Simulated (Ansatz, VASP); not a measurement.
One calculation of AlN, two programs

INCAR

```
SYSTEM = AlN
  PREC = Accurate
  ENCUT = 520
  EDIFF = 1E-6
  ISMEAR = 0
  SIGMA = 0.02
  LREAL = .False.
  LASPH = .True.
  NELM = 100
  ALGO = Normal
  ISIF = 2
  LWAVE = .False.
  LCHARG = .True.
  GGA = PE
  LELF = .True.
  LVHAR = .True.
  NBANDS = 16
```

The input KPOINTS:

```
Automatic mesh
0
Gamma
  12 12 6
  0 0 0
```

Contents of POSCAR:

```
AlN
1.0
    3.1302084198      0.0000000000      0.0000000000
   -1.5651042099      2.7108400107      0.0000000000
    0.0000000000      0.0000000000      5.0180433226
Al N
2 2
Direct
    0.6666666667      0.3333333333      0.4992342259
    0.3333333333      0.6666666667      0.9992342259
    0.6666666667      0.3333333333      0.8807657741
    0.3333333333      0.6666666667      0.3807657741
```

Input for Ansatz:

```yaml
crystal:
  lattice:
    - [3.13020842, 0.0, 0.0]
    - [-1.56510421, 2.7108400109, 0.0]
    - [0.0, 0.0, 5.0180433219]
  atoms:
    - { symbol: Al, position: [0.6666666667, 0.3333333333, 0.4992342259] }
    - { symbol: Al, position: [0.3333333333, 0.6666666667, 0.9992342259] }
    - { symbol: "N", position: [0.6666666667, 0.3333333333, 0.8807657741] }
    - { symbol: "N", position: [0.3333333333, 0.6666666667, 0.3807657741] }
basis:
  ecutwfc: 420
kpoints:
  mp_grid: { grid: [12, 12, 6] }
hamiltonian:
  xc: pbe
scf:
  occupations: { method: gaussian, width: 0.02 }
output:
  forces: true
  stress: true
  eigenvalues: true
```

Alike in both runs: task single point; functional PBE; k mesh 12 × 12 × 6; occupations gaussian, width 0.02 eV; no spin polarisation.

|  | VASP | Ansatz |
| --- | --- | --- |
| version | VASP 6.6.1 | Ansatz 0.2.0 |
| potentials or method | VASP PAW PBE potentials, release 64 (Al, N) | scalar-relativistic, plane waves, PAW |
| plane-wave cutoff (eV) | 520 | 420 |
| valence electrons in the cell | 16 | 16 |

```csv
,VASP,Ansatz,Ansatz less VASP
gap on the k mesh at the Fermi level (eV),4.04,4.03,-0.009
least direct gap on the mesh (eV),4.04,4.03,-0.009
pressure (GPa),-0.3,0.0,+0.26
```

With one functional, cell and mesh, what is left measures potentials, basis and numerics.

A k mesh can miss the band edges.
